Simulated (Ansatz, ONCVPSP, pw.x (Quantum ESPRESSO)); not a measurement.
# From atom to crystal: ONCV potential for Si (Z = 14)

ONCVPSP 4.0.1.1 (patched build) input, shortened (lines: element, Z, core and valence counts, functional; n l f; lmax; l rc ep ncon nbas qcut; lloc lpopt rc5 dvloc0; l nproj debl; icmod fcfact rcfact), LDA (Perdew-Wang 92), scalar-relativistic:

```
  Si 14.00    3    2  -001012      upf
    1    0    2.00
    2    0    2.00
    2    1    6.00
    3    0    2.00
    3    1    2.00
    2
    0    1.75    0.00    4    8    4.30
    1    2.25    0.00    4    7    4.40
    2    2.05    0.27    4    8    3.90
    4    5    1.20    3.00
    0    2    2.70
    1    2    0.50
    2    2    3.90
    0    0.00    0.00
```

Atomic tests: cutoffs needed: 7.8 Ha and 15 Ha (the cutoffs (Ha) at which the residual kinetic energy of the hardest occupied pseudo-wave falls to 1 and 0.1 mHa per electron) The cutoffs count occupied waves only; projector 2 of the d channel, the hardest unoccupied one, needs 66 Ha at the loose tolerance.; ghost test: no bound ghost flagged; GHOST(+) flagged for s at 165.0 eV; largest excitation error: +216 meV (all-electron minus pseudo) for 3s1 3p0, out of 4 test configurations.

Crystal test: diamond Si in pw.x 7.5, no spin, 9³ k-points, Fermi–Dirac smearing 0.01 Ry, cutoffs 35/140 Ry. The reference is all-electron LAPW (Ansatz 0.2.0) with the same functional, mesh and smearing; V0 and B0 come from Birch–Murnaghan fits to the pressures at five volumes. Errors are pseudo minus all-electron; Δ is the rms difference of the E(V) curves that follow from these fits, minima aligned, over ±6 % about the mean V0. Mesh and smearing are coarse, so the numbers serve the comparison and aren't converged zero-temperature values; the lattice is a test structure that the element need not adopt.

```csv
V (Å³/atom),P all-electron (GPa),P pseudo (GPa)
18.709,5.46,4.56
19.202,2.53,1.75
19.694,-0.03,-0.72
20.186,-2.29,-2.89
20.679,-4.26,-4.79
```

All-electron: a0 = 5.400 Å (V0 = 19.69 Å³/atom), B0 = 96.2 GPa.

Pseudopotential: mean pressure error (GPa): -0.70; a0 (Å): 5.387; a0 error (%): -0.24; B0 error (%): -0.8; Δ (meV/atom): 3.0.

Task: At the middle volume, how do free energy and pressure move when the wave cutoff is lowered (ecutrho kept at four times it)?

Result:

```json
{"cutoff (Ry)": "16", "shift of F (meV/atom)": "+30.1", "shift of P (GPa)": "-1.27"}
{"cutoff (Ry)": "21", "shift of F (meV/atom)": "+5.0", "shift of P (GPa)": "+0.03"}
{"cutoff (Ry)": "28", "shift of F (meV/atom)": "+3.4", "shift of P (GPa)": "-0.00"}
```

The run at the middle volume (35 k-points, 7 iterations) took about 4.8 s on one core of a shared host (Intel(R) Xeon(R) 6975P-C, 192 threads, 756 GiB, load 195).
